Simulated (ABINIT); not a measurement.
**BP (F-43m): the LO frequency by hand**

Aim: work out the LO frequency and the static dielectric constant of BP (F-43m) from one linear-response run, then check them.

Program: ABINIT 10.8.3. Level of theory: DFT LDA, scalar-relativistic, plane waves, PseudoDojo norm-conserving pseudopotentials. Results are calculated unless marked as measured.

## Step 1: The relaxed structure

Symmetry: F-43m, No. 216, cubic system. Conventional cell: a = 4.487 Å, b = 4.487 Å, c = 4.487 Å, α = 90.00°, β = 90.00°, γ = 90.00°. Nearest to B lie 4 P at 1.94 Å. Nearest to P lie 4 B at 1.94 Å. Farther neighbours are not listed.

Coordinates:

```xyz
2
Lattice="-2.2436 0.0000 2.2436 0.0000 2.2436 2.2436 -2.2436 2.2436 0.0000" Properties=species:S:1:pos:R:3 pbc="T T T"
B     0.0000    0.0000    0.0000
P    -1.1218    1.1218    1.1218
```

This is the cell after its relaxation at this level of theory, not the database cell from which that began.

## Step 2: What the response run gave

A linear-response run on the relaxed cell, with the response to an electric field; only its zone-centre results are used. Cutoff 34 Ha, k mesh 12×12×12.

Numbers of over 12 decimals in the logs are rounded to 6 here.

Output:

```text
[banners, grids, parts of the stress and lines that vanish by symmetry left out]
- input  file    -> dfpt_gamma.abi
- output file    -> dfpt_gamma.abo
- root for input  files -> dfpt_gammai
[...]
DATASET    1 : space group F-4 3 m (#216); Bravais cF (face-center cubic)
[...]
nfft =       32768          nkpt =         868
[...]
DATASET    2 : space group F-4 3 m (#216); Bravais cF (face-center cubic)
[...]
nfft =       32768          nkpt =         868
[...]
== DATASET  1 ==================================================================
[...]
cutoff_energies: {ecut:  34.0, pawecutdg:  -1.0, }
[...]
- 15.00000   5.00000  180309                  znucl, zion, pspdat
[...]
Perturbation : derivative vs k along direction   1
[...]
-ETOT  1  -12.680193079772     -1.268E+01 5.940E-01 0.000E+00
 ETOT  2  -12.716416649546     -3.622E-02 5.948E-03 0.000E+00
 ETOT  3  -12.716645254430     -2.286E-04 1.656E-04 0.000E+00
 ETOT  4  -12.716647577460     -2.323E-06 1.579E-06 0.000E+00
 ETOT  5  -12.716647607787     -3.033E-08 4.636E-08 0.000E+00
[...]
At SCF step   13   max residual=  9.98E-21 < tolwfr=  1.00E-20 =>converged.
[...]
Perturbation : derivative vs k along direction   2
[...]
-ETOT  1  -12.680221356944     -1.268E+01 6.362E-01 0.000E+00
[...]
At SCF step   13   max residual=  9.98E-21 < tolwfr=  1.00E-20 =>converged.
[...]
Perturbation : derivative vs k along direction   3
[...]
-ETOT  1  -12.680193077230     -1.268E+01 5.939E-01 0.000E+00
[...]
At SCF step   13   max residual=  9.98E-21 < tolwfr=  1.00E-20 =>converged.
[...]
1        1       2.3944916471    0.0000000000
     1        2      -1.1972458235   -0.0000000000
     1        3      -1.1972458235    0.0000000000
     2        1      -1.1972458235   -0.0000000000
     2        2       2.3944916471    0.0000000000
     2        3       1.1972458235   -0.0000000000
     3        1      -1.1972458235    0.0000000000
     3        2       1.1972458235   -0.0000000000
     3        3       2.3944916471   -0.0000000000
[...]
== DATASET  2 ==================================================================
[...]
cutoff_energies: {ecut:  34.0, pawecutdg:  -1.0, }
[...]
Perturbation : displacement of atom   1   along direction   1
[...]
-ETOT  1   8.154139     -2.233E+02 9.012E-01 1.789E+03
[...]
At SCF step    9       vres2   =  6.42E-12 < tolvrs=  1.00E-10 =>converged.
[...]
Perturbation : displacement of atom   2   along direction   1
[...]
-ETOT  1   7.495288     -1.173E+02 9.018E-01 1.523E+02
[...]
At SCF step    8       vres2   =  6.59E-11 < tolvrs=  1.00E-10 =>converged.
[...]
Perturbation : homogeneous electric field along direction   1
[...]
-ETOT  1  -158.92986498659     -1.589E+02 2.517E+01 1.037E+04
[...]
ETOT  8  -163.03507171412     -1.342E-11 9.597E-12 2.878E-10
 ETOT  9  -163.03507171412     -1.137E-13 2.066E-13 5.485E-12
 At SCF step    9       vres2   =  5.49E-12 < tolvrs=  1.00E-10 =>converged.
[...]
Dielectric tensor, in cartesian coordinates,
[...]
1    4   1    4         9.1600590943        -0.0000000000
   1    4   2    4         0.0000000000        -0.0000000000
   1    4   3    4         0.0000000000        -0.0000000000
   2    4   1    4         0.0000000000        -0.0000000000
   2    4   2    4         9.1600590943        -0.0000000000
   2    4   3    4        -0.0000000000        -0.0000000000
   3    4   1    4         0.0000000000        -0.0000000000
   3    4   2    4        -0.0000000000        -0.0000000000
   3    4   3    4         9.1600590943        -0.0000000000
  Effective charges, in cartesian coordinates,
[...]
1    1   1    4        -0.6444150663         0.0000000000
   2    1   1    4        -0.0000000000         0.0000000000
   3    1   1    4         0.0000000000         0.0000000000
   1    2   1    4         0.6408020166         0.0000000000
   2    2   1    4        -0.0000000000         0.0000000000
[...]
Effective charges, in cartesian coordinates,
[...]
2    4   1    2         0.0000000000         0.0000000000
   3    4   1    2         0.0000000000         0.0000000000
   1    4   2    2        -0.0000000000         0.0000000000
   2    4   2    2         0.6408020559         0.0000000000
   3    4   2    2         0.0000000000         0.0000000000
   1    4   3    2         0.0000000000         0.0000000000
   2    4   3    2         0.0000000000         0.0000000000
   3    4   3    2         0.6408020559         0.0000000000
  Phonon wavevector (reduced coordinates) :  0.00000  0.00000  0.00000
 Phonon energies in Hartree :
[...]
Phonon frequencies in cm-1    :
-  2.444257E-01  2.444259E-01  2.444265E-01  8.211362E+02  8.211362E+02
-  8.211362E+02
  Phonon at Gamma, with non-analyticity in the
[...]
Phonon energies in Hartree :
[...]
Phonon frequencies in cm-1    :
-  2.444257E-01  2.444259E-01  3.642946E-01  8.211362E+02  8.211362E+02
-  8.285847E+02
  Phonon at Gamma, with non-analyticity in the
[...]
Phonon energies in Hartree :
[...]
Phonon frequencies in cm-1    :
-  2.444257E-01  2.444265E-01  3.642942E-01  8.211362E+02  8.211362E+02
-  8.285847E+02
  Phonon at Gamma, with non-analyticity in the
[...]
Phonon energies in Hartree :
[...]
Phonon frequencies in cm-1    :
-  2.444259E-01  2.444265E-01  3.642941E-01  8.211362E+02  8.211362E+02
-  8.285847E+02
[...]
fcart2     0.0000000000E+00  0.0000000000E+00  0.0000000000E+00
           strten2     0.0000000000E+00  0.0000000000E+00  0.0000000000E+00
================================================================================
```

| quantity | value |
| --- | --- |
| cell volume Ω (Å³) | 22.588 |
| mass of B (u) | 10.810 |
| mass of P (u) | 30.974 |
| Born charge of B, raw (e) | -0.644 |
| Born charge of P, raw (e) | 0.641 |
| ε∞ | 9.160 |
| ω(TO) after the sum rule (cm⁻¹) | 821.1 |

## Step 3: The calculation

The charges must sum to zero over the cell; taking off their mean, -0.002 e, leaves Z* = -0.643 e on B. In the polar mode B moves against P, so the reduced mass is μ = 10.81 × 30.97 / 41.78 = 8.013 u.

A longitudinal wave builds up a field that adds to the restoring force: ω(LO)² = ω(TO)² + 4π Z*² / (μ Ω ε∞), in Hartree atomic units. With μ = 14607 electron masses and Ω = 152.43 bohr³ the second term is 2.5442e-07 Ha², or 12255 cm⁻² (1 Ha = 219474.6 cm⁻¹).

So ω(LO) = √(674271 + 12255) = 828.6 cm⁻¹, and by the Lyddane-Sachs-Teller relation ε₀ = ε∞ (ω(LO)/ω(TO))² = 9.33.

## Step 4: Check against the program

The analysis program adds the same non-analytic term to the full matrix.

Output:

```text
[banners, grids, parts of the stress and lines that vanish by symmetry left out]
-outvars_anaddb: echo values of input variables ----------------------

 Flags :
[...]
Dielectric Tensor and Effective Charges
[...]
Effective charge tensors after
[...]
Phonon wavevector (reduced coordinates) :  0.00000  0.00000  0.00000
 Phonon energies in Hartree :
[...]
Phonon energies in meV     :
-  0.000000E+00  0.000000E+00  0.000000E+00  1.018079E+02  1.018079E+02
-  1.018079E+02
 Phonon frequencies in cm-1    :
-  0.000000E+00  0.000000E+00  0.000000E+00  8.211362E+02  8.211362E+02
-  8.211362E+02
 Phonon frequencies in Thz     :
-  0.000000E+00  0.000000E+00  0.000000E+00  2.461704E+01  2.461704E+01
-  2.461704E+01
 Phonon energies in Kelvin  :
-  0.000000E+00  0.000000E+00  0.000000E+00  1.181432E+03  1.181432E+03
-  1.181432E+03
[...]
-  1  0.00000000E+00  3.68710334E-07 -3.62335570E-03
-     0.00000000E+00  0.00000000E+00  0.00000000E+00
-  2  0.00000000E+00  3.68710346E-07 -3.62335582E-03
-     0.00000000E+00  0.00000000E+00  0.00000000E+00
[...]
-  1  0.00000000E+00 -3.62335569E-03 -3.68710334E-07
-     0.00000000E+00  0.00000000E+00  0.00000000E+00
-  2  0.00000000E+00 -3.62335581E-03 -3.68710346E-07
-     0.00000000E+00  0.00000000E+00  0.00000000E+00
[...]
-  1  3.62335571E-03  0.00000000E+00  0.00000000E+00
-     0.00000000E+00  0.00000000E+00  0.00000000E+00
-  2  3.62335583E-03  0.00000000E+00  0.00000000E+00
-     0.00000000E+00  0.00000000E+00  0.00000000E+00
[...]
-  1  2.67631667E-07 -1.18228795E-06 -6.13302906E-03
-     0.00000000E+00  0.00000000E+00  0.00000000E+00
-  2  0.00000000E+00  4.12662645E-07  2.14065618E-03
-     0.00000000E+00  0.00000000E+00  0.00000000E+00
[...]
-  1  1.81154895E-06 -6.13302880E-03  1.18236695E-06
-     0.00000000E+00  0.00000000E+00  0.00000000E+00
-  2 -6.32298235E-07  2.14065609E-03 -4.12690219E-07
-     0.00000000E+00  0.00000000E+00  0.00000000E+00
[...]
-  1  6.13302891E-03  1.81160051E-06  2.67282431E-07
-     0.00000000E+00  0.00000000E+00  0.00000000E+00
-  2 -2.14065613E-03 -6.32316232E-07  0.00000000E+00
-     0.00000000E+00  0.00000000E+00  0.00000000E+00
[...]
-     1         -0.000000     0.000000    -0.000000     0.000000
-     2          0.000000    -0.000000    -0.000000     0.000000
-     3          0.000000     0.000000     0.000000     0.000000
-     4         -0.000036     0.000158     0.818479     0.818479
-     5         -0.000242     0.818479    -0.000158     0.818479
-     6         -0.818479    -0.000242    -0.000036     0.818479
[...]
-   1     Real    0.0000E+00  0.0000E+00  0.0000E+00  0.0000E+00  0.0000E+00  0.0000E+00  0.0000E+00
[...]
-  1.027289E+02
 Phonon frequencies in cm-1    :
-  0.000000E+00  0.000000E+00  0.000000E+00  8.211362E+02  8.211362E+02
-  8.285646E+02
 Phonon frequencies in Thz     :
-  0.000000E+00  0.000000E+00  0.000000E+00  2.461704E+01  2.461704E+01
-  2.483974E+01
 Phonon energies in Kelvin  :
-  0.000000E+00  0.000000E+00  0.000000E+00  1.181432E+03  1.181432E+03
-  1.192120E+03
[...]
-  1  0.00000000E+00  3.68993150E-07 -3.62335570E-03
-     0.00000000E+00  0.00000000E+00  0.00000000E+00
-  2  0.00000000E+00  3.68993162E-07 -3.62335582E-03
-     0.00000000E+00  0.00000000E+00  0.00000000E+00
[...]
Phonon at Gamma, with non-analyticity in the
[...]
Phonon energies in Hartree :
[...]
Phonon energies in meV     :
-  0.000000E+00  0.000000E+00  0.000000E+00  1.018079E+02  1.018079E+02
-  1.027289E+02
 Phonon frequencies in cm-1    :
-  0.000000E+00  0.000000E+00  0.000000E+00  8.211362E+02  8.211362E+02
-  8.285646E+02
 Phonon frequencies in Thz     :
-  0.000000E+00  0.000000E+00  0.000000E+00  2.461704E+01  2.461704E+01
-  2.483974E+01
 Phonon energies in Kelvin  :
-  0.000000E+00  0.000000E+00  0.000000E+00  1.181432E+03  1.181432E+03
-  1.192120E+03
[...]
Phonon at Gamma, with non-analyticity in the
[...]
Phonon energies in Hartree :
[...]
Phonon energies in meV     :
-  0.000000E+00  0.000000E+00  0.000000E+00  1.018079E+02  1.018079E+02
-  1.027289E+02
 Phonon frequencies in cm-1    :
-  0.000000E+00  0.000000E+00  0.000000E+00  8.211362E+02  8.211362E+02
-  8.285646E+02
 Phonon frequencies in Thz     :
-  0.000000E+00  0.000000E+00  0.000000E+00  2.461704E+01  2.461704E+01
-  2.483974E+01
 Phonon energies in Kelvin  :
-  0.000000E+00  0.000000E+00  0.000000E+00  1.181432E+03  1.181432E+03
-  1.192120E+03
[...]
-  1  5.34591073E-07  3.62335429E-03 -3.17063213E-06
-     0.00000000E+00  0.00000000E+00  0.00000000E+00
-  2  5.34590380E-07  3.62335441E-03 -3.17063294E-06
-     0.00000000E+00  0.00000000E+00  0.00000000E+00
[...]
-  1  3.62335568E-03 -5.34586711E-07  0.00000000E+00
-     0.00000000E+00  0.00000000E+00  0.00000000E+00
-  2  3.62335579E-03 -5.34587440E-07  0.00000000E+00
-     0.00000000E+00  0.00000000E+00  0.00000000E+00
[...]
-  1  1.15178981E-03  3.64453856E-03 -4.79632837E-03
-     0.00000000E+00  0.00000000E+00  0.00000000E+00
-  2 -4.02017659E-04 -1.27208006E-03  1.67409772E-03
-     0.00000000E+00  0.00000000E+00  0.00000000E+00
[...]
-  1  4.87333680E-03 -3.43414764E-03 -1.43918916E-03
-     0.00000000E+00  0.00000000E+00  0.00000000E+00
-  2 -1.70097653E-03  1.19864577E-03  5.02330762E-04
-     0.00000000E+00  0.00000000E+00  0.00000000E+00
[...]
Direction                     Dielectric constant
[...]
0.00000   0.00000   1.00000      9.32654188
   1.00000   1.00000   1.00000      9.32654188
-
```

| quantity | by hand | program |
| --- | --- | --- |
| ω(LO) (cm⁻¹) | 828.6 | 828.6 |
| ε₀ | 9.33 | 9.33 |

## Step 5: Summary of results

```json
{
  "TO mode": "821.1 cm⁻¹",
  "LO mode": "828.6 cm⁻¹",
  "static dielectric constant": "9.326"
}
```

**Reading.** The LO mode of BP (F-43m) lies at 829 cm⁻¹, 7 cm⁻¹ above the TO mode; the formula meets the program within 0.1 cm⁻¹, as it must for a cubic crystal with one polar mode. ω(LO)² − ω(TO)² goes with Z*²/ε∞: an error of 5 % in ε∞ would move the LO mode by 0.4 cm⁻¹, and semilocal functionals tend to overestimate ε∞. These are harmonic values at zero temperature, at the volume of this functional, for the structure held cubic; stability elsewhere in the zone is no part of this calculation.

[Host names and launcher messages were left out of these logs when they were recorded.]

[Logs are printed without paths, hosts, clocks, repeated set-up lines and the standing remarks that a program may print on its own settings, such as how far it seeks lower states.]

[Hosts, paths, dates, database ids (printed as entryN), source tags and the programs' standing remarks are cut or masked in the printed files.]
